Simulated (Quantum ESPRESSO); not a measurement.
# Pb: Wannier functions with LDA

Pb:

```
CELL_PARAMETERS angstrom
0.00000 2.47502 2.47502
2.47502 0.00000 2.47502
2.47502 2.47502 0.00000
ATOMIC_POSITIONS crystal
Pb 0.00000 0.00000 0.00000
```

```
Program                          : Quantum ESPRESSO 7.5
Task                             : Wannier functions
Functional                       : LDA
Potentials or basis              : PseudoDojo 0.4.1 SR LDA standard
Cutoff                           : 762 eV
Density cutoff                   : 3048 eV
k mesh                           : 7 × 7 × 7
Occupations                      : fermi-dirac, width 0.05 eV
Spin                             : no spin polarisation
Iterations                       : 0
Form of the LDA correlation      : PW92
Mixing beta                      : 0.5
Most SCF iterations              : 120
SCF threshold                    : 2e-10 Ry
k mesh for the Wannier functions : 5 × 5 × 5
Projections                      : Pb spd
```

- Pressure: -1.6 GPa
- Band gap on the k mesh: none (metal or under the smearing width)
- Total Wannier spread: 12.58 Å² over 9 functions
- RMS miss of the Wannier bands: 0.100 eV

Levels at the corners of the path, in eV from the Fermi level:
```
point  band 3  band 4  band 5  band 6  band 7  band 8  band 9  band 10  band 11  band 12
    Γ  -16.88  -16.74  -16.74  -11.71    7.43    7.43    7.43    10.26    11.47    12.63
    X  -16.61  -16.57  -16.57   -6.73   -3.18    2.12    2.12     5.56     6.83    19.30
    W  -16.82  -16.69  -16.57   -6.63   -1.28   -1.28    0.38    10.97    12.47    12.47
    K  -16.67  -16.67  -16.61   -6.82   -2.19   -1.12    3.04     6.67    11.58    16.89
    Γ  -16.88  -16.74  -16.74  -11.71    7.43    7.43    7.43    10.26    11.47    12.63
    L  -16.87  -16.60  -16.60   -8.12   -4.10    5.62    5.62     9.61     9.67    11.36
    U  -16.67  -16.67  -16.61   -6.82   -2.19   -1.12    3.04     6.67    11.58    16.89
    W  -16.82  -16.69  -16.57   -6.63   -1.28   -1.28    0.38    10.97    12.47    12.47
    L  -16.87  -16.60  -16.60   -8.12   -4.10    5.62    5.62     9.61     9.67    11.36
    K  -16.67  -16.67  -16.61   -6.82   -2.19   -1.12    3.04     6.67    11.58    16.89
    U  -16.67  -16.67  -16.61   -6.82   -2.19   -1.12    3.04     6.67    11.58    16.89
    X  -16.61  -16.57  -16.57   -6.73   -3.18    2.12    2.12     5.56     6.83    19.30
```

Wannier functions:
```
function  nearest atom  distance (Å)  spread (Å²)  on-site energy from the reference level (eV)
       1          1 Pb          0.00         1.67                                         -7.69
       2          1 Pb          0.00         2.62                                          1.58
       3          1 Pb          0.00         2.62                                          1.58
       4          1 Pb          0.00         2.62                                          1.58
       5          1 Pb          0.00         0.62                                        -16.73
       6          1 Pb          0.00         0.61                                        -16.75
       7          1 Pb          0.00         0.61                                        -16.75
       8          1 Pb          0.00         0.62                                        -16.73
       9          1 Pb          0.00         0.61                                        -16.75
```

Parts of the spread (Å²): invariant 7.55, diagonal 0.000, off-diagonal 5.03, total 12.58. Against the direct bands the interpolation misses by 100 meV (root mean square) and 519 meV at most, for states up to 1 eV over the reference level.

It took 68 s on 1 thread of Intel(R) Xeon(R) Platinum 8259CL CPU @ 2.50GHz (Skylake/Cascade Lake) (shared host), peak memory 0.09 GiB.

Caveat: the k mesh is coarse; spin-orbit coupling is left out, which moves the levels of the heavy elements.
